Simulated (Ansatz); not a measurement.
Ru:

```
Ru
1.0
     2.70580    0.00000    0.00000
    -1.35290    2.34329    0.00000
     0.00000    0.00000    4.28190
Ru
2
Cartesian
  1.3529 0.7811 3.2114
  0.0000 1.5622 1.0705
```

Program: Ansatz 0.2.0. Alike in all runs: task band structure; potentials or basis Ansatz PAW; cell as given; smearing fermi-dirac 0.05 eV. Hardware: 2 threads of Intel(R) Xeon(R) Processor @ 2.50GHz (Skylake/Cascade Lake), with other jobs on the host.

Order these runs on this cell by their wall time, lowest first.
A. level r2SCAN; spin SOC, no magnetisation; k mesh 8 × 8 × 5; cutoff (eV) 500
B. level PBEsol; spin off; k mesh 11 × 11 × 6; cutoff (eV) 420
C. level LDA; spin SOC, no magnetisation; k mesh 8 × 8 × 5; cutoff (eV) 420

B (3.6 s), C (13 s), A (37 s).

Runs at the PBE level aren't shown here.
